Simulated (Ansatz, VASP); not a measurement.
## One calculation of HfC, two programs

Contents of INCAR:

```
SYSTEM = HfC
  PREC = Accurate
  ENCUT = 520
  EDIFF = 1E-6
  ISMEAR = 0
  SIGMA = 0.1
  LREAL = .False.
  LASPH = .True.
  NELM = 60
  ALGO = Normal
  ISIF = 2
  LWAVE = .False.
  LCHARG = .False.
  GGA = PE
  NBANDS = 14
```

Contents of KPOINTS:

```
regular mesh
0
Gamma
  15 15 15
  0 0 0
```

Contents of POSCAR:

```
HfC
1.0
   -0.0465000000      2.3014477500      2.3014477500
    2.3014477500     -0.0465000000      2.3014477500
    2.3014477500      2.3014477500     -0.0465000000
Hf C
1 1
Direct
    0.5000000000      0.5000000000      0.5000000000
    0.0000000000      0.0000000000      0.0000000000
```

Input for Ansatz:

```yaml
crystal:
  lattice:
    - [-0.0465, 2.30144775, 2.30144775]
    - [2.30144775, -0.0465, 2.30144775]
    - [2.30144775, 2.30144775, -0.0465]
  atoms:
    - { symbol: Hf, position: [0.5, 0.5, 0.5] }
    - { symbol: C, position: [0.0, 0.0, 0.0] }
basis:
  ecutwfc: 420
kpoints:
  mp_grid: { grid: [15, 15, 15] }
hamiltonian:
  xc: pbe
scf:
  occupations: { method: gaussian, width: 0.1 }
output:
  forces: true
  stress: true
  eigenvalues: true
```

Alike in both runs: task single point; functional PBE; k mesh 15 × 15 × 15; occupations gaussian, width 0.1 eV; no spin polarisation.

|  | VASP | Ansatz |
| --- | --- | --- |
| version | VASP 6.6.1 | Ansatz 0.2.0 |
| potentials or method | VASP PAW PBE potentials, release 64 (Hf_pv, C) | scalar-relativistic, plane waves, PAW |
| plane-wave cutoff (eV) | 520 | 420 |
| valence electrons in the cell | 14 | 30 |

VASP gave:

| Item | Value |
| --- | --- |
| gap on the k mesh at the Fermi level (eV) | none |
| pressure (GPa) | -0.3 |
| largest component of the traceless stress (GPa) | 3.23 |

Which values does Ansatz return?

gap on the k mesh at the Fermi level (eV): none; pressure (GPa): 0.4; largest component of the traceless stress (GPa): 3.22.

A gap of «none» marks a metal or a gap that the smearing closes. The two sets of potentials don't hold the same shells in valence.

Spin-orbit coupling is left out, which matters for the levels of Hf.
